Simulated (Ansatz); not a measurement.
# HfO2 under strain — electric field gradients

The cell is a structure deposited in the COD, relaxed with PBE at fixed cell and then changed (z compressed by 2 %, ions relaxed).

```
CELL_PARAMETERS angstrom
5.05980 0.00000 0.00000
0.00000 10.01720 0.00000
0.00000 0.00000 5.12305
ATOMIC_POSITIONS crystal
Hf 0.74482 0.88439 0.96580
Hf 0.24482 0.61561 0.03420
Hf 0.25518 0.38439 0.53420
Hf 0.75518 0.11561 0.46580
Hf 0.25518 0.11561 0.03420
Hf 0.75518 0.38439 0.96580
Hf 0.74482 0.61561 0.46580
Hf 0.24482 0.88439 0.53420
O 0.86980 0.79153 0.62130
O 0.36980 0.70847 0.37870
O 0.13020 0.29153 0.87870
O 0.63020 0.20847 0.12130
O 0.13020 0.20847 0.37870
O 0.63020 0.29153 0.62130
O 0.86980 0.70847 0.12130
O 0.36980 0.79153 0.87870
O 0.50272 0.97642 0.26136
O 0.00272 0.52358 0.73864
O 0.49728 0.47642 0.23864
O 0.99728 0.02358 0.76136
O 0.49728 0.02358 0.73864
O 0.99728 0.47642 0.26136
O 0.50272 0.52358 0.76136
O 0.00272 0.97642 0.23864
```

Atom numbers follow the list; atoms alike are taken as one site, whose name carries the number of the first.

The numbers come from a DFT calculation in Ansatz (PBE, plane waves and PAW, scalar-relativistic, 420 eV cutoff, Γ-centred 5×3×5 k-points, Fermi–Dirac smearing 0.02 eV).

V_zz is the principal component of the electric field gradient with the largest magnitude, η = (V_xx − V_yy)/V_zz and C_Q = eQV_zz/h.

¹⁷⁷Hf: I = 7/2, Q = 3365 mb; 17O: I = 5/2, Q = -25.58 mb. Q values from Pyykkö, Mol. Phys. 116, 1328 (2018).

```json
{"site": "Hf", "atoms (order as listed)": "1, 2, 3, 4, 5, 6, …", "first shell": "7 O at 2.03–2.21 Å", "V_zz (10²¹ V/m²)": "11.04", "η": "0.59", "C_Q (MHz)": "898"}
{"site": "O9", "atoms (order as listed)": "9, 10, 11, 12, 13, 14, …", "first shell": "3 Hf at 2.03–2.16 Å; also 2 Hf at 3.33–3.34 Å", "V_zz (10²¹ V/m²)": "-2.85", "η": "0.58", "C_Q (MHz)": "1.76"}
{"site": "O17", "atoms (order as listed)": "17, 18, 19, 20, 21, 22, …", "first shell": "4 Hf at 2.12–2.21 Å", "V_zz (10²¹ V/m²)": "-1.26", "η": "0.85", "C_Q (MHz)": "0.781"}
```

Without spin–orbit coupling the gradients at and beside Hf can be off by some per cent, at some sites by more. At this changed cell the PBE pressure is 11 GPa.

The relaxation (4 steps) took 25 s of wall time (95 s of CPU time) and 1.7 GiB at its peak, on 4 threads of AMD EPYC 9R45 (Zen 5) (x86_64; 16 cores open to the job, memory cap 8.0 GiB, no GPU), a shared host with a load of 0.4 a core.
